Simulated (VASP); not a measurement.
Output of a VASP run:

**OSZICAR**
```
       N       E                     dE             d eps       ncg     rms          rms(c)
DAV:   1    -0.132049228294E+02   -0.13205E+02   -0.24139E+03   320   0.580E+02
DAV:   2    -0.334340476243E+02   -0.20229E+02   -0.19827E+02   408   0.820E+01
DAV:   3    -0.338733064728E+02   -0.43926E+00   -0.43926E+00   416   0.152E+01
DAV:   4    -0.338753762234E+02   -0.20698E-02   -0.20698E-02   488   0.125E+00
DAV:   5    -0.338753854148E+02   -0.91914E-05   -0.91913E-05   408   0.664E-02    0.392E+00
DAV:   6    -0.329200109011E+02    0.95537E+00   -0.26152E-01   400   0.337E+00    0.262E+00
DAV:   7    -0.328811580235E+02    0.38853E-01   -0.20247E-01   328   0.282E+00    0.501E-01
DAV:   8    -0.329276128002E+02   -0.46455E-01   -0.10882E-01   320   0.251E+00    0.461E-01
DAV:   9    -0.329346149581E+02   -0.70022E-02   -0.13285E-02   320   0.893E-01    0.139E-01
DAV:  10    -0.329414564212E+02   -0.68415E-02   -0.96676E-03   320   0.869E-01    0.765E-02
DAV:  11    -0.329425510110E+02   -0.10946E-02   -0.17768E-03   328   0.377E-01    0.401E-02
DAV:  12    -0.329426995144E+02   -0.14850E-03   -0.22978E-04   336   0.141E-01    0.247E-02
DAV:  13    -0.329427566212E+02   -0.57107E-04   -0.11546E-04   336   0.980E-02    0.573E-03
DAV:  14    -0.329427672347E+02   -0.10613E-04   -0.16391E-05   336   0.445E-02    0.243E-03
DAV:  15    -0.329427682072E+02   -0.97252E-06   -0.33991E-07   216   0.622E-03
   1 F= -.32942768E+02 E0= -.32942768E+02  d E =-.329428E+02
```

OUTCAR:
```
------------------------ aborting loop because EDIFF is reached ----------------------------------------
  FORCE on cell =-STRESS in cart. coord.  units (eV):
  Direction    XX          YY          ZZ          XY          YZ          ZX
  --------------------------------------------------------------------------------------
  Total        0.0040431      0.0040431      0.0040431      0.0000000      0.0000000      0.0000000
  in kB        0.1096273      0.1096273      0.1096273      0.0000000      0.0000000      0.0000000
  external PRESSURE =       0.1096273 kB  Pullay stress =       0.0000000 kB
  volume of cell :       59.09
      direct lattice vectors                 reciprocal lattice vectors
     0.000000000  3.091415613  3.091415613    -0.161738201  0.161738201  0.161738201
     3.091415613  0.000000000  3.091415613     0.161738201 -0.161738201  0.161738201
     3.091415613  3.091415613  0.000000000     0.161738201  0.161738201 -0.161738201
 POSITION                                       TOTAL-FORCE (eV/Angst)
 -----------------------------------------------------------------------------------
      0.00000      0.00000      0.00000         0.000000      0.000000      0.000000
      1.54571      1.54571      1.54571        -0.000000     -0.000000     -0.000000
 -----------------------------------------------------------------------------------
    total drift:                               -0.000002     -0.000002     -0.000002
  FREE ENERGIE OF THE ION-ELECTRON SYSTEM (eV)
  ---------------------------------------------------
  free  energy   TOTEN  =       -32.9427682072 eV

  energy  without entropy=      -32.9427682072  energy(sigma->0) =      -32.94276821

 reached required accuracy - stopping structural energy minimisation
```
(Selected blocks of OUTCAR.)

POSCAR:
```
AlSb
1
   -0.0000000000     3.0914156127     3.0914156127
    3.0914156127    -0.0000000000     3.0914156127
    3.0914156127     3.0914156127     0.0000000000
Al Sb
1 1
Direct
  0.0000000000   0.0000000000   0.0000000000
  0.2500000000   0.2500000000   0.2500000000
```

Reconstruct the remaining input files.

This is not unique; one that fits is the input of the run itself, r2SCAN meta-GGA, plane waves, VASP's PBE PAW potentials (set 64).

File KPOINTS:
```
Automatic mesh
0
Gamma
7 7 7
0 0 0
```

**INCAR**
```
! general
SYSTEM =AlSb
PREC   =Accurate
ENCUT  =400   ! plane-wave cut-off (eV)
LREAL  =.FALSE.   ! projection in real space or not
LASPH  =.TRUE.

! electronic loop
EDIFF  =1E-6   ! SCF stop (eV)
NELM   =100
ALGO   =Normal   ! blocked Davidson
LMAXMIX=4   ! l cut-off of mixed one-centre charges
LMIXTAU=.TRUE.

! smearing
ISMEAR =0   ! Gaussian
SIGMA  =0.05   ! width (eV)

! functional
METAGGA=R2SCAN

! ions
IBRION =2   ! conjugate gradients
NSW    =60   ! most ionic steps
ISIF   =3
EDIFFG =-0.01   ! ionic stop

! output
LWAVE  =.FALSE.
LCHARG =.FALSE.
```

POTCAR, in this order: Al Sb (PBE.64 set). Program: vasp_std.

The compound is AlSb in the zinc blende structure. It was relaxed first. The start is the result of an earlier pass.
